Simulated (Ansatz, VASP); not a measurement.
## Two plane-wave programs on CdTe

INCAR

```
ALGO     = Normal         # electronic algorithm
EDIFF    = 1E-6           # SCF threshold, eV
ENCUT    = 520            # plane-wave cutoff, eV
GGA      = PS             # functional
ISIF     = 2              # what is computed and relaxed
ISMEAR   = 0              # smearing method
LASPH    = T              # aspherical terms in the spheres
LCHARG   = T              # write CHGCAR
LELF     = T              # ELF
LREAL    = F              # projectors in reciprocal space
LVHAR    = T            
LWAVE    = F              # write WAVECAR
NBANDS   = 16             # bands
NELM     = 100            # most SCF steps
PREC     = Accurate       # precision mode
SIGMA    = 0.05           # smearing width, eV
```

The input KPOINTS:

```
k-points
0
Gamma
  8 8 8
```

The input POSCAR:

```
CdTe
1.0
    0.0000000000      3.5248383385      2.7493739040
    3.5248383385      0.0000000000      2.7493739040
    3.5248383385      3.5248383385      0.0000000000
Cd Te
1 1
Direct
    0.0000000000      0.0000000000      0.0000000000
    0.7500000000      0.7500000000      0.7500000000
```

Input for Ansatz:

```yaml
crystal:
  lattice:
    - [0.0, 3.5248383385, 2.749373904]
    - [3.5248383385, 0.0, 2.749373904]
    - [3.5248383385, 3.5248383385, 0.0]
  atoms:
    - { symbol: Cd, position: [0.0, 0.0, 0.0] }
    - { symbol: Te, position: [0.75, 0.75, 0.75] }
basis:
  ecutwfc: 420
kpoints:
  mp_grid: { grid: [8, 8, 8] }
hamiltonian:
  xc: pbesol
scf:
  occupations: { method: gaussian, width: 0.05 }
output:
  forces: true
  stress: true
  eigenvalues: true
```

Alike in both runs: task single point; functional PBEsol; k mesh 8 × 8 × 8; occupations gaussian, width 0.05 eV; no spin polarisation.

```csv
,VASP,Ansatz
version,VASP 6.6.1,Ansatz 0.2.0
potentials or method,"VASP PAW PBE potentials, release 64 (Cd, Te)","scalar-relativistic, plane waves, PAW"
plane-wave cutoff (eV),520,420
valence electrons in the cell,18,36
```

Ansatz gave:

* gap on the k mesh at the Fermi level (eV): 0.17
* least direct gap on the mesh (eV): 0.17
* pressure (GPa): -1.1
* largest component of the traceless stress (GPa): 1.81

Question: Which values does VASP return?

Answer: gap on the k mesh at the Fermi level (eV): 0.17; least direct gap on the mesh (eV): 0.17; pressure (GPa): -0.9; largest component of the traceless stress (GPa): 1.79.

The two sets of potentials don't hold the same shells in valence.

Caveats: the PAW data sets were made with another functional, which shifts forces and pressure a little (VASP); spin-orbit coupling is left out, which moves the levels of the heavy elements.
